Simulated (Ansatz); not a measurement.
**Ligand exchange: AlH2(SH) + C3H8S2 → AlH(SH)2 + C3H8S**

Species: AlH2(SH), singlet; C3H8S2 (1,3-propanedithiol) `SCCCS`, singlet; AlH(SH)2, singlet; C3H8S `CCCS`, singlet. The partners trade H for SH: Al–H and C–SH bonds give way to Al–SH and C–H.

Shapes, held fixed at every level: PBE0-D4/def2-TZVP. Flexible molecules stand in one conformer, not always the lowest. Programs: Ansatz 0.2.0. Electronic energies: no zero-point or thermal term.

| level | kind | ΔE (kJ/mol) | less CCSD(T)/CBS estimate |
| --- | --- | --- | --- |
| HF/def2-TZVPP | Hartree–Fock | -168.2 | -1.4 |
| PBE-D4/def2-TZVPP | GGA | -164.5 | +2.3 |
| r2SCAN-D4/def2-TZVPP | meta-GGA | -172.3 | -5.5 |
| B3LYP-D4/def2-TZVPP | global hybrid | -165.2 | +1.6 |
| PBE0-D4/def2-TZVPP | global hybrid | -167.2 | -0.4 |
| wB97M-V/def2-TZVPP | range-separated hybrid | -164.8 | +2.0 |
| B2PLYP/def2-TZVPP | double hybrid | -167.9 | -1.1 |
| CCSD(T)/CBS estimate | coupled cluster or CI | -166.8 | 0.0 |

The highest level, CCSD(T)/CBS estimate, gives ΔE = -166.8 kJ/mol; the levels span -172.3 to -164.5. The column of differences is taken from that level and isn't an error. No measured value is set beside it here. The CBS estimate extrapolates MP2 from def2-TZVPP and def2-QZVPP and adds CCSD(T) − MP2 in the triple-zeta set, cores frozen.
